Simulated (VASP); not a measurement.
# CoSi (P2_13) in VASP: settings compared, part 3 of 3

VASP 6.6.1. The steps go on from the part before.

### 5 Band structure, PBEsol, collinear spin, ferromagnetic start

INCAR

```
  PREC = Accurate
  ENCUT = 520
  EDIFF = 1E-6
  ISMEAR = -1
  SIGMA = 0.05
  LREAL = F
  LASPH = T
  NELM = 150
  ALGO = Normal
  ISIF = 2
  LWAVE = F
  LCHARG = F
  ISPIN = 2
  MAGMOM = 2 2 2 2 0 0 0 0
  LORBIT = 11
  LMAXMIX = 4
  GGA = PS
```

KPOINTS

```
regular mesh
0
Gamma
  6 6 6
```

POSCAR

```
CoSi
1.0
    4.4380000000      0.0000000000      0.0000000000
    0.0000000000      4.4380000000      0.0000000000
    0.0000000000      0.0000000000      4.4380000000
Co Si
4 4
Direct
    0.8600000000      0.6400000000      0.3600000000
    0.6400000000      0.3600000000      0.8600000000
    0.3600000000      0.8600000000      0.6400000000
    0.1400000000      0.1400000000      0.1400000000
    0.1570000000      0.3430000000      0.6570000000
    0.3430000000      0.6570000000      0.1570000000
    0.6570000000      0.1570000000      0.3430000000
    0.8430000000      0.8430000000      0.8430000000
```

KPOINTS_OPT

```
path GXMGRX,MR
10
line-mode
reciprocal
 0.0000000000  0.0000000000  0.0000000000  G
 0.0000000000  0.5000000000  0.0000000000  X

 0.0000000000  0.5000000000  0.0000000000  X
 0.5000000000  0.5000000000  0.0000000000  M

 0.5000000000  0.5000000000  0.0000000000  M
 0.0000000000  0.0000000000  0.0000000000  G

 0.0000000000  0.0000000000  0.0000000000  G
 0.5000000000  0.5000000000  0.5000000000  R

 0.5000000000  0.5000000000  0.5000000000  R
 0.0000000000  0.5000000000  0.0000000000  X

 0.5000000000  0.5000000000  0.0000000000  M
 0.5000000000  0.5000000000  0.5000000000  R
```

Potentials or basis: VASP PAW PBE potentials, release 64 (Co, Si).

The run is started by

```bash
$ cat potpaw_PBE.64/Co/POTCAR potpaw_PBE.64/Si/POTCAR > POTCAR
$ mpirun -np 1 vasp_std > vasp.out
```

OUTCAR:

```text
PREC = Accurate
   ENCUT = 520
   EDIFF = 1E-6
   ISMEAR = -1
   LREAL = F
   LASPH = T
   NELM = 150
   ISIF = 2
   ISPIN = 2
   LORBIT = 11
   GGA = PS

 ion  position               nearest neighbor table
   1  0.860  0.640  0.360-   5 2.28   6 2.33   7 2.33   8 2.33   7 2.47   8 2.47   6 2.47   2 2.72
                             2 2.72   4 2.72   4 2.72   3 2.72   3 2.72
   2  0.640  0.360  0.860-   6 2.28   5 2.33   7 2.33   8 2.33   5 2.47   7 2.47   8 2.47   1 2.72
                             1 2.72   3 2.72   3 2.72   4 2.72   4 2.72
   3  0.360  0.860  0.640-   7 2.28   6 2.33   5 2.33   8 2.33   6 2.47   5 2.47   8 2.47   4 2.72
                             2 2.72   2 2.72   4 2.72   1 2.72   1 2.72
   4  0.140  0.140  0.140-   8 2.28   6 2.33   7 2.33   5 2.33   6 2.47   5 2.47   7 2.47   1 2.72
                             3 2.72   3 2.72   1 2.72   2 2.72   2 2.72
   5  0.157  0.343  0.657-   1 2.28   2 2.33   3 2.33   4 2.33   3 2.47   4 2.47   2 2.47   8 2.75
                             6 2.75   6 2.75   8 2.75   7 2.75   7 2.75
   6  0.343  0.657  0.157-   2 2.28   1 2.33   3 2.33   4 2.33   1 2.47   3 2.47   4 2.47   8 2.75
                             5 2.75   5 2.75   7 2.75   7 2.75   8 2.75
   7  0.657  0.157  0.343-   3 2.28   2 2.33   1 2.33   4 2.33   2 2.47   1 2.47   4 2.47   8 2.75
                             8 2.75   5 2.75   6 2.75   6 2.75   5 2.75
   8  0.843  0.843  0.843-   4 2.28   2 2.33   3 2.33   1 2.33   2 2.47   1 2.47   3 2.47   5 2.75
                             6 2.75   7 2.75   7 2.75   5 2.75   6 2.75

  LATTYP: Found a simple cubic cell.
 ALAT       =     4.4380000000

  Lattice vectors:

 A1 = (   4.4380000000,   0.0000000000,   0.0000000000)
 A2 = (   0.0000000000,   4.4380000000,   0.0000000000)
 A3 = (   0.0000000000,   0.0000000000,   4.4380000000)

Analysis of symmetry for initial positions (statically):
=====================================================================
 Subroutine PRICEL returns:
 Original cell was already a primitive cell.

 Routine SETGRP: Setting up the symmetry group for a
[... 1120 lines left out ...]

 spin component 2

 k-point     1 :       0.0000    0.0000    0.0000
  band No.  band energies     occupation
      1      -1.7031      1.00000
      2       3.7887      1.00000
      3       3.7887      1.00000
      4       3.7887      1.00000
      5       6.4710      1.00000
      6       6.4710      1.00000
[... 901 lines left out ...]
     34      17.6565      0.00000
     35      17.6565      0.00000

------------------------ aborting loop because EDIFF is reached ----------------------------------------

  FORCE on cell =-STRESS in cart. coord.  units (eV):
  Direction    XX          YY          ZZ          XY          YZ          ZX
  --------------------------------------------------------------------------------------
  -------------------------------------------------------------------------------------
  Total       -3.8096207     -3.8096207     -3.8096207      0.0000000      0.0000000      0.0000000
  in kB      -69.8281333    -69.8281333    -69.8281333      0.0000000      0.0000000      0.0000000
  external PRESSURE =     -69.8281333 kB  Pullay stress =       0.0000000 kB

 VOLUME and BASIS-vectors are now :
 -----------------------------------------------------------------------------
  energy-cutoff  :      520.00
  volume of cell :       87.41
      direct lattice vectors                 reciprocal lattice vectors
     4.438000000  0.000000000  0.000000000     0.225326724  0.000000000  0.000000000
     0.000000000  4.438000000  0.000000000     0.000000000  0.225326724  0.000000000
     0.000000000  0.000000000  4.438000000     0.000000000  0.000000000  0.225326724

 POSITION                                       TOTAL-FORCE (eV/Angst)
 -----------------------------------------------------------------------------------
      3.81668      2.84032      1.59768        -0.139553      0.139553     -0.139553
      2.84032      1.59768      3.81668         0.139553     -0.139553     -0.139553
      1.59768      3.81668      2.84032        -0.139553     -0.139553      0.139553
      0.62132      0.62132      0.62132         0.139553      0.139553      0.139553
      0.69677      1.52223      2.91577         0.037919     -0.037919      0.037919
      1.52223      2.91577      0.69677        -0.037919      0.037919      0.037919
      2.91577      0.69677      1.52223         0.037919      0.037919     -0.037919
      3.74123      3.74123      3.74123        -0.037919     -0.037919     -0.037919
 -----------------------------------------------------------------------------------
    total drift:                               -0.000000      0.000000      0.000000

  FREE ENERGIE OF THE ION-ELECTRON SYSTEM (eV)
  ---------------------------------------------------
  free  energy   TOTEN  =       -59.7388094516 eV

  energy  without entropy=      -59.7242987061  energy(sigma->0) =      -59.73155408

 total charge

# of ion       s       p       d       tot
------------------------------------------
    1        0.436   0.618   7.569   8.623
    2        0.436   0.618   7.569   8.623
    3        0.436   0.618   7.569   8.623
    4        0.436   0.618   7.569   8.623
    5        0.727   0.880   0.000   1.607
    6        0.727   0.880   0.000   1.607
    7        0.727   0.880   0.000   1.607
    8        0.727   0.880   0.000   1.607
--------------------------------------------------
tot          4.652   5.991  30.274  40.918

 magnetization (x)

# of ion       s       p       d       tot
------------------------------------------
    1        0.000   0.000  -0.000  -0.000
    2        0.000   0.000  -0.000  -0.000
    3        0.000   0.000  -0.000  -0.000
    4        0.000   0.000  -0.000  -0.000
    5        0.000   0.000   0.000   0.000
    6        0.000   0.000   0.000   0.000
    7        0.000   0.000   0.000   0.000
    8        0.000   0.000   0.000   0.000
--------------------------------------------------
tot          0.000   0.000  -0.000  -0.000
```

OSZICAR:

```text
N       E                     dE             d eps       ncg     rms          rms(c)
DAV:   1     0.350609449955E+03    0.35061E+03   -0.22018E+04  3360   0.169E+03
DAV:   2    -0.346439783035E+02   -0.38525E+03   -0.36908E+03  3360   0.369E+02
DAV:   3    -0.636681498441E+02   -0.29024E+02   -0.27485E+02  3626   0.122E+02
[... 34 lines left out ...]
       N       E                     dE             ncg
DAV:   1     0.294760410959E+05   -0.93867E+04     1680
DAV:   2     0.250743468584E+05   -0.44017E+04     1680
DAV:   3     0.247969335239E+05   -0.27741E+03     1933
DAV:   4     0.247888064963E+05   -0.81270E+01     2096
DAV:   5     0.247884946081E+05   -0.31189E+00     2236
DAV:   6     0.247884784098E+05   -0.16198E-01     2448
DAV:   7     0.247884782535E+05   -0.15632E-03     2290
DAV:   8     0.247884782502E+05   -0.32839E-05     1824
DAV:   9     0.247884782500E+05   -0.27821E-06     1340
```

It took 7.6 min on 1 thread of AMD EPYC 7R43 (Zen 3), shared host; peak memory 0.32 GiB.

Results:

```yaml
Free_energy: -59.7388 eV
Pressure: -7.0 GPa
Largest_force: 0.242 eV/Å
Band_gap_along_the_path: none (metal or under the smearing width)
Net_moment: 0.00 μB per cell
Valence_electrons_inside_the_program's_atomic_spheres: Co 8.62; Si 1.61
```

Forces in eV/Å, atoms in the order of the input:
```
Co  -0.140  0.140 -0.140
Co   0.140 -0.140 -0.140
Co  -0.140 -0.140  0.140
Co   0.140  0.140  0.140
Si   0.038 -0.038  0.038
Si  -0.038  0.038  0.038
Si   0.038  0.038 -0.038
Si  -0.038 -0.038 -0.038
```

Levels at the corners of the path, in eV from the Fermi level:
Spin up:
| point | band 23 | band 24 | band 25 | band 26 | band 27 | band 28 | band 29 | band 30 |
| --- | --- | --- | --- | --- | --- | --- | --- | --- |
| Γ | -0.81 | -0.81 | -0.05 | -0.05 | -0.05 | 2.44 | 2.44 | 2.44 |
| X | -0.71 | -0.71 | -0.51 | -0.51 | 0.96 | 0.96 | 1.43 | 1.43 |
| X | -0.71 | -0.71 | -0.51 | -0.51 | 0.96 | 0.96 | 1.43 | 1.43 |
| M | -1.04 | -1.04 | -0.07 | -0.07 | 0.53 | 0.53 | 1.96 | 1.96 |
| M | -1.04 | -1.04 | -0.07 | -0.07 | 0.53 | 0.53 | 1.96 | 1.96 |
| Γ | -0.81 | -0.81 | -0.05 | -0.05 | -0.05 | 2.44 | 2.44 | 2.44 |
| Γ | -0.81 | -0.81 | -0.05 | -0.05 | -0.05 | 2.44 | 2.44 | 2.44 |
| R | -1.26 | -1.26 | -0.25 | -0.25 | -0.25 | -0.25 | 5.31 | 5.31 |
| R | -1.26 | -1.26 | -0.25 | -0.25 | -0.25 | -0.25 | 5.31 | 5.31 |
| X | -0.71 | -0.71 | -0.51 | -0.51 | 0.96 | 0.96 | 1.43 | 1.43 |
| M | -1.04 | -1.04 | -0.07 | -0.07 | 0.53 | 0.53 | 1.96 | 1.96 |
| R | -1.26 | -1.26 | -0.25 | -0.25 | -0.25 | -0.25 | 5.31 | 5.31 |
Spin down:
| point | band 22 | band 23 | band 24 | band 25 | band 26 | band 27 | band 28 | band 29 | band 30 | band 31 |
| --- | --- | --- | --- | --- | --- | --- | --- | --- | --- | --- |
| Γ | -0.94 | -0.81 | -0.81 | -0.05 | -0.05 | -0.05 | 2.44 | 2.44 | 2.44 | 2.90 |
| X | -1.08 | -0.71 | -0.71 | -0.51 | -0.51 | 0.96 | 0.96 | 1.43 | 1.43 | 4.27 |
| X | -1.08 | -0.71 | -0.71 | -0.51 | -0.51 | 0.96 | 0.96 | 1.43 | 1.43 | 4.27 |
| M | -1.56 | -1.04 | -1.04 | -0.07 | -0.07 | 0.53 | 0.53 | 1.96 | 1.96 | 2.45 |
| M | -1.56 | -1.04 | -1.04 | -0.07 | -0.07 | 0.53 | 0.53 | 1.96 | 1.96 | 2.45 |
| Γ | -0.94 | -0.81 | -0.81 | -0.05 | -0.05 | -0.05 | 2.44 | 2.44 | 2.44 | 2.90 |
| Γ | -0.94 | -0.81 | -0.81 | -0.05 | -0.05 | -0.05 | 2.44 | 2.44 | 2.44 | 2.90 |
| R | -1.26 | -1.26 | -1.26 | -0.25 | -0.25 | -0.25 | -0.25 | 5.31 | 5.31 | 5.31 |
| R | -1.26 | -1.26 | -1.26 | -0.25 | -0.25 | -0.25 | -0.25 | 5.31 | 5.31 | 5.31 |
| X | -1.08 | -0.71 | -0.71 | -0.51 | -0.51 | 0.96 | 0.96 | 1.43 | 1.43 | 4.27 |
| M | -1.56 | -1.04 | -1.04 | -0.07 | -0.07 | 0.53 | 0.53 | 1.96 | 1.96 | 2.45 |
| R | -1.26 | -1.26 | -1.26 | -0.25 | -0.25 | -0.25 | -0.25 | 5.31 | 5.31 | 5.31 |

Caveat: the starting moments collapsed, and a magnetic state may lie lower; the PAW data sets were made with another functional, which shifts forces and pressure a little.

### 6 Band structure, RPBE, collinear spin, ferromagnetic start

INCAR

```
  ALGO = Normal
  EDIFF = 1E-7
  ENCUT = 520
  GGA = RP
  ISIF = 2
  ISMEAR = -1
  ISPIN = 2
  LASPH = T
  LCHARG = F
  LMAXMIX = 4
  LORBIT = 11
  LREAL = F
  LWAVE = F
  MAGMOM = 2 2 2 2 0 0 0 0
  NELM = 150
  PREC = Accurate
  SIGMA = 0.05
```

KPOINTS

```
k-points
0
Gamma
  6 6 6
```

POSCAR is that of step 5.

Changes to KPOINTS_OPT since step 5:

```diff
@@ -1,3 +1,3 @@
 path GXMGRX,MR
-10
+20
 line-mode
```

Potentials or basis: VASP PAW PBE potentials, release 64 (Co, Si).

The run is started by

```bash
$ cat potpaw_PBE.64/Co/POTCAR potpaw_PBE.64/Si/POTCAR > POTCAR
$ mpirun -np 1 vasp_std > vasp.out
```

Run time: 11 min. Hardware: 1 thread of AMD EPYC 7R43 (Zen 3), shared host; peak memory 0.34 GiB.

Results (log left out):

```
Free energy                                           : -51.1985 eV
Pressure                                              : 3.3 GPa
Largest force                                         : 0.308 eV/Å
Band gap along the path                               : none (metal or under the smearing width)
Net moment                                            : 0.00 μB per cell
Valence electrons inside the program's atomic spheres : Co 8.61; Si 1.61
```

Forces in eV/Å, atoms in the order of the input:
```
Co  -0.178  0.178 -0.178
Co   0.178 -0.178 -0.178
Co  -0.178 -0.178  0.178
Co   0.178  0.178  0.178
Si   0.002 -0.002  0.002
Si  -0.002  0.002  0.002
Si   0.002  0.002 -0.002
Si  -0.002 -0.002 -0.002
```

Levels at the corners of the path, in eV from the Fermi level:
Spin up:
```
point  band 23  band 24  band 25  band 26  band 27  band 28  band 29  band 30
    Γ    -0.81    -0.81    -0.05    -0.05    -0.05     2.43     2.43     2.43
    X    -0.71    -0.71    -0.51    -0.51     0.95     0.95     1.42     1.42
    X    -0.71    -0.71    -0.51    -0.51     0.95     0.95     1.42     1.42
    M    -1.05    -1.05    -0.07    -0.07     0.52     0.52     1.96     1.96
    M    -1.05    -1.05    -0.07    -0.07     0.52     0.52     1.96     1.96
    Γ    -0.81    -0.81    -0.05    -0.05    -0.05     2.43     2.43     2.43
    Γ    -0.81    -0.81    -0.05    -0.05    -0.05     2.43     2.43     2.43
    R    -1.26    -1.26    -0.25    -0.25    -0.25    -0.25     5.33     5.33
    R    -1.26    -1.26    -0.25    -0.25    -0.25    -0.25     5.33     5.33
    X    -0.71    -0.71    -0.51    -0.51     0.95     0.95     1.42     1.42
    M    -1.05    -1.05    -0.07    -0.07     0.52     0.52     1.96     1.96
    R    -1.26    -1.26    -0.25    -0.25    -0.25    -0.25     5.33     5.33
```
Spin down:
| point | band 22 | band 23 | band 24 | band 25 | band 26 | band 27 | band 28 | band 29 | band 30 | band 31 |
| --- | --- | --- | --- | --- | --- | --- | --- | --- | --- | --- |
| Γ | -0.95 | -0.81 | -0.81 | -0.05 | -0.05 | -0.05 | 2.43 | 2.43 | 2.43 | 2.88 |
| X | -1.08 | -0.71 | -0.71 | -0.51 | -0.51 | 0.95 | 0.95 | 1.42 | 1.42 | 4.25 |
| X | -1.08 | -0.71 | -0.71 | -0.51 | -0.51 | 0.95 | 0.95 | 1.42 | 1.42 | 4.25 |
| M | -1.55 | -1.05 | -1.05 | -0.07 | -0.07 | 0.52 | 0.52 | 1.96 | 1.96 | 2.44 |
| M | -1.55 | -1.05 | -1.05 | -0.07 | -0.07 | 0.52 | 0.52 | 1.96 | 1.96 | 2.44 |
| Γ | -0.95 | -0.81 | -0.81 | -0.05 | -0.05 | -0.05 | 2.43 | 2.43 | 2.43 | 2.88 |
| Γ | -0.95 | -0.81 | -0.81 | -0.05 | -0.05 | -0.05 | 2.43 | 2.43 | 2.43 | 2.88 |
| R | -1.26 | -1.26 | -1.26 | -0.25 | -0.25 | -0.25 | -0.25 | 5.33 | 5.33 | 5.33 |
| R | -1.26 | -1.26 | -1.26 | -0.25 | -0.25 | -0.25 | -0.25 | 5.33 | 5.33 | 5.33 |
| X | -1.08 | -0.71 | -0.71 | -0.51 | -0.51 | 0.95 | 0.95 | 1.42 | 1.42 | 4.25 |
| M | -1.55 | -1.05 | -1.05 | -0.07 | -0.07 | 0.52 | 0.52 | 1.96 | 1.96 | 2.44 |
| R | -1.26 | -1.26 | -1.26 | -0.25 | -0.25 | -0.25 | -0.25 | 5.33 | 5.33 | 5.33 |

Caveat: the starting moments collapsed, and a magnetic state may lie lower; the PAW data sets were made with another functional, which shifts forces and pressure a little.
